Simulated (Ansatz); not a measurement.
Runs of Ansatz 0.2.0 on TaSi2. Symmetry: P6_422, No. 181, hexagonal system. The conventional cell has a = 4.784 Å, b = 4.784 Å, c = 6.570 Å, α = 90.00°, β = 90.00°, γ = 120.00°. Ta (site symmetry 222) is surrounded by 10 Si at 2.61 to 2.83 Å. Si (site symmetry 2) is surrounded by 5 Si at 2.56 to 2.83 Å and 5 Ta at 2.61 to 2.83 Å. 

```csv
task,level,U,hubbard projectors,double counting,points for each segment of the path,gap on the mesh (eV),pressure (GPa),largest force (eV/Å)
single point,PBEsol+U,Ta d U = 3 eV,ortho-atomic (the default),fll (the default),-,none,-1.3,0.04
band structure,PBE,-,-,-,10,none,2.6,0.01
single point,PBEsol,-,-,-,-,none,(d),0.01
single point,PBEsol+U,Ta d U = 4 eV,ortho-atomic (the default),fll (the default),-,none,(c),0.06
single point,PBEsol+U,Ta d U = 6 eV,ortho-atomic (the default),fll (the default),-,none,(a),0.11
single point,PBEsol+U,Ta d U = 2 eV,ortho-atomic (the default),fll (the default),-,none,-1.6,0.02
single point,PBEsol+U,Ta d U = 5 eV,ortho-atomic (the default),fll (the default),-,none,(b),0.08
single point,PBEsol+U,Ta d U = 8 eV,ortho-atomic (the default),fll (the default),-,none,0.8,0.20
```

Alike in all rows: potentials or basis Ansatz PAW; no spin polarisation; cell as given; k mesh 5 × 5 × 3; cutoff (eV) 420; smearing fermi-dirac 0.05 eV.

Estimate the missing entries.

(a) -0.2; (b) -0.6; (c) -1.0; (d) -2.2.

Caveats: the PAW data sets come from PBE, with cores solved anew for the run's functional, which leaves a small shift of forces and pressure (some runs); U without spin polarisation on a metal has little footing (some runs); the U is typed as a test and isn't derived for this compound (some runs); spin-orbit coupling is left out, which moves the levels of the heavy elements (some runs).

A k mesh can miss the band edges, and the runs leave out spin-orbit coupling on Ta.

A gap of «none» marks a metal or a gap under the smearing width.
